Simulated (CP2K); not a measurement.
Crystal: BN.

```
CELL_PARAMETERS angstrom
4.11208 0.00000 0.00000
1.14102 2.22635 0.00000
2.97106 -0.81903 2.07022
ATOMIC_POSITIONS crystal
N 0.66665 0.66665 0.33335
B 0.00005 0.00005 0.99995
```

Measurements of this composition are mostly on another form, of space group No. 194.

Base run:

| Item | Value |
| --- | --- |
| Program | CP2K 2026.2 |
| Functional | PBE |
| Potentials or basis | POTENTIAL_UZH N GTH-SCAN-q5, B GTH-SCAN-q3; DZVP-MOLOPT-SR-GTH basis |
| Density cutoff | 6123 eV |
| k mesh | 13 × 13 × 13 |
| Occupations | fermi-dirac, width 0.05 eV |
| Spin | no spin polarisation |

Its results: band gap on the k mesh 3.95 eV, indirect (least direct gap 4.64 eV); pressure 2.0 GPa; largest force 0.011 eV/Å.

Q: The run is repeated on the same cell with these changes: potentials or basis from POTENTIAL_UZH N GTH-SCAN-q5, B GTH-SCAN-q3; DZVP-MOLOPT-SR-GTH basis to GTH_POTENTIALS N GTH-PADE-q5, B GTH-PADE-q3; DZVP-MOLOPT-SR-GTH basis; potentials from N GTH-SCAN-q5 of POTENTIAL_UZH, B GTH-SCAN-q3 of POTENTIAL_UZH to N GTH-PADE-q5 of GTH_POTENTIALS, B GTH-PADE-q3 of GTH_POTENTIALS. What comes out?

A: Band gap on the k mesh 3.96 eV, indirect (least direct gap 4.62 eV); pressure -2.6 GPa; largest force 0.010 eV/Å.

Caveats: the potentials were made for another functional, which shifts forces and pressure; an odd mesh through Γ misses points on the zone boundary, where band edges often lie; the basis of atomic orbitals isn't converged, which shifts pressures, moduli and gaps.
